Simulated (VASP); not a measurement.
InSb, 2 atoms in the cell. Symmetry: F-43m, No. 216, cubic system. The conventional cell has a = 6.521 Å, b = 6.521 Å, c = 6.521 Å, α = 90.00°, β = 90.00°, γ = 90.00°. Around In (site symmetry -43m) lie 4 Sb at 2.82 Å. Sb (site symmetry -43m) is surrounded by 4 In at 2.82 Å. 

* Program: VASP 6.6.1
* Task: relaxation of cell and atoms
* Functional: PBEsol
* Potentials or basis: VASP PAW PBE potentials, release 64 (In_d, Sb)
* Cutoff: 600 eV
* k mesh: 10 × 10 × 10
* Occupations: gaussian, width 0.03 eV
* Spin: no spin polarisation
* Further INCAR settings: ALGO = Normal; EDIFF = 1e-07; IBRION = 2; EDIFFG = -0.005; NSW = 90; ISIF = 3

Potentials or basis: VASP PAW PBE potentials, release 64 (In_d, Sb).

Launch:

```sh
$ cat potpaw_PBE.64/In_d/POTCAR potpaw_PBE.64/Sb/POTCAR > POTCAR
$ mpirun -np 1 vasp_std > vasp.out
```

Hardware: 1 thread of Intel(R) Xeon(R) 6975P-C (Granite Rapids), with other jobs on the host.

Question: Estimate the wall time of this run.

Answer: Run time: 34 s on 1 thread of Intel(R) Xeon(R) 6975P-C (Granite Rapids), on a shared host, peak memory 0.26 GiB. Counts: scf iterations 13, k points 47, ion steps 1.
